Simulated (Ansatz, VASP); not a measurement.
**Pt in VASP and in Ansatz**

```xyz
2
Lattice="2.8551 0.0000 0.0000 -1.4276 2.4726 0.0000 0.0000 0.0000 4.9607" Properties=species:S:1:pos:R:3 pbc="T T T"
Pt    1.4276    0.8242    3.7205
Pt    0.0000    1.6484    1.2402
```

Alike in both runs: task single point; functional PBE; k mesh 18 × 18 × 10; occupations gaussian, width 0.15 eV; no spin polarisation.

|  | VASP | Ansatz |
| --- | --- | --- |
| version | VASP 6.6.1 | Ansatz 0.2.0 |
| potentials or method | VASP PAW PBE potentials, release 64 (Pt) | scalar-relativistic, plane waves, PAW |
| plane-wave cutoff (eV) | 520 | 420 |
| valence electrons in the cell | 20 | 36 |

|  | VASP | Ansatz | Ansatz less VASP |
| --- | --- | --- | --- |
| gap on the k mesh at the Fermi level (eV) | none | none | - |
| pressure (GPa) | -19.4 | -19.1 | +0.30 |
| largest component of the traceless stress (GPa) | 1.24 | 1.33 | +0.094 |

A gap of «none» marks a metal or a gap that the smearing closes. The two sets of potentials don't hold the same shells in valence.

Caveats: so large a pressure means that the cell lies far from this level's equilibrium, or that cutoff or potentials fall short (VASP). The runs have no spin-orbit coupling, so splittings on Pt are missing.
